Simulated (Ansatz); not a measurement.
Property card for ZnAu

Computed with DFT PBEsol, scalar-relativistic, plane waves, PAW in Ansatz 0.2.0.

Plane waves to 420 eV, a k mesh through Γ of 14×14×14 on the computed 2-atom cell and Gaussian smearing (0.10 eV); no spin polarisation.

The structure is relaxed at this level of theory with its symmetry kept. Whether it is the stable form of this composition wasn't checked.

```
CELL_PARAMETERS angstrom
3.12819 0.00000 0.00000
0.00000 3.12819 0.00000
0.00000 0.00000 3.12819
ATOMIC_POSITIONS crystal
Zn 0.50000 0.50000 0.50000
Au 0.00000 0.00000 0.00000
```

```json
{
 "Space group": "Pm-3m (No. 221)",
 "Volume per atom": "15.31 Å³",
 "Formation energy from the elements' standard states (uncorrected)": "-0.222 eV/atom",
 "Kohn–Sham band gap": "none (metal)",
 "Density of states at the Fermi level": "0.48 states/eV per cell",
 "Bulk modulus": "142 GPa",
 "Its pressure derivative": "5.5",
 "Bader charges (e)": "Zn (1 in the cell) 0.58, Au (1 in the cell) -0.58"
}
```

Spin-orbit coupling is left out, which matters for the bands of heavy elements.